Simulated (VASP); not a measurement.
# A VASP 6.6.1 single-point calculation on CdSe

INCAR

```
NELM = 120
PREC = Accurate
SIGMA = 0.02
LASPH = .TRUE.
GGA = PE
LCHARG = .FALSE.
LREAL = .FALSE.
IBRION = -1
ENCUT = 520
LMAXMIX = 4
ISIF = 2
IVDW = 11
EDIFF = 1E-7
NSW = 0
LDAUL = 2 -1
LDAU = .TRUE.
LWAVE = .FALSE.
LDAUU = 4.0 0
LDAUJ = 0 0
LDAUTYPE = 2
ISMEAR = -1
NBANDS = 16
```

KPOINTS

```
KPOINTS created by Atomic Simulation Environment
0
Gamma
10 10 10
0 0 0
```

POSCAR

```
Cd Se
 1.0000000000000000
     0.0381280449000000    3.0752312006000002    3.0752312006000002
     3.0752312006000002    0.0381280449000000    3.0752312006000002
     3.0752312006000002    3.0752312006000002    0.0381280449000000
 Cd  Se
   1   1
Cartesian
  0.0083884745122226  0.0083884745122226  0.0083884745122226
  1.5387591370127776  1.5387591370127776  1.5387591370127771
```

The recommended PBE PAW datasets give the neutral cell 18 valence electrons.

Command

```
mpirun -np 1 vasp_std
```

Problem. Predict the outcome of this run.

Solution. It converged. Results: gap between bands v and c on the k mesh 0.75 eV; least direct gap on the k mesh 0.75 eV; pressure -0.1 GPa. Band v is the last that the valence electrons fill when counted band by band, and c is the next.

OSZICAR

```
N       E                     dE             d eps       ncg     rms          rms(c)
DAV:   1     0.106830727349E+03    0.10683E+03   -0.90078E+03  3808   0.101E+03
DAV:   2    -0.989211712376E+00   -0.10782E+03   -0.10329E+03  4608   0.241E+02
DAV:   3    -0.516160806607E+01   -0.41724E+01   -0.41673E+01  4392   0.524E+01
DAV:   4    -0.517923121776E+01   -0.17623E-01   -0.17623E-01  4768   0.346E+00
DAV:   5    -0.517934251881E+01   -0.11130E-03   -0.11130E-03  4456   0.234E-01    0.722E+00
DAV:   6    -0.486342353380E+01    0.31592E+00   -0.52176E-01  4720   0.804E+00    0.529E+00
DAV:   7    -0.485440456480E+01    0.90190E-02   -0.16297E-01  4304   0.260E+00    0.209E+00
DAV:   8    -0.485747019114E+01   -0.30656E-02   -0.17205E-02  4136   0.157E+00    0.306E-01
DAV:   9    -0.485788547037E+01   -0.41528E-03   -0.18207E-03  4384   0.526E-01    0.701E-02
DAV:  10    -0.485794264944E+01   -0.57179E-04   -0.18314E-04  4848   0.173E-01    0.414E-02
DAV:  11    -0.485800525558E+01   -0.62606E-04   -0.96251E-05  4392   0.626E-02    0.149E-02
DAV:  12    -0.485800541172E+01   -0.15614E-06   -0.11168E-06  4544   0.813E-03    0.658E-03
DAV:  13    -0.485800632645E+01   -0.91473E-06   -0.22665E-06  4608   0.836E-03    0.301E-03
DAV:  14    -0.485800635543E+01   -0.28977E-07   -0.36208E-08  3616   0.110E-03
   1 F= -.53856607E+01 E0= -.53856607E+01  d E =-.248179E-10
```

For comparison, a separate PBE run of the intended cell, on usual settings and not on those above, gives a gap of 0.55 eV on its mesh and a pressure of 2.3 GPa.
